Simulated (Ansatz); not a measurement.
Ti:

```
Ti
1.0
     0.00000    2.03000    2.03000
     2.03000    0.00000    2.03000
     2.03000    2.03000    0.00000
Ti
1
Direct
  0.00000 0.00000 0.00000
```

This isn't the form of Ti at room conditions, which is hcp.

- Program: Ansatz 0.2.0
- Task: single point
- Functional: PBEsol
- Potentials or basis: all-electron LAPW, scalar-relativistic
- Cutoff: 224 eV (chosen from the basis error)
- Basis error allowed: 0.001 eV/atom
- k mesh: 11 × 11 × 11
- Occupations: fermi-dirac, width 0.05 eV
- Spin: no spin polarisation

On this cell: pressure -0.5 GPa; band gap on the k mesh none (metal or under the smearing width).

The same run follows on a disturbed copy (cell strained at random at fixed volume):

```xyz
1
Lattice="0.0218 1.9987 2.0313 2.0065 0.0030 2.0501 2.0395 2.0505 -0.0301" Properties=species:S:1:pos:R:3 pbc="T T T"
Ti    0.0208   -0.0177   -0.0242
```

Q: What does the disturbed cell give?

A: The energy (extrapolated to zero smearing) moves by +5.8 meV/atom; pressure -0.4 GPa; band gap on the k mesh none (metal or under the smearing width).

Stress tensor (GPa, compression positive):
```
 0.13 -1.80  0.17
-1.80 -0.12  1.48
 0.17  1.48 -1.30
```
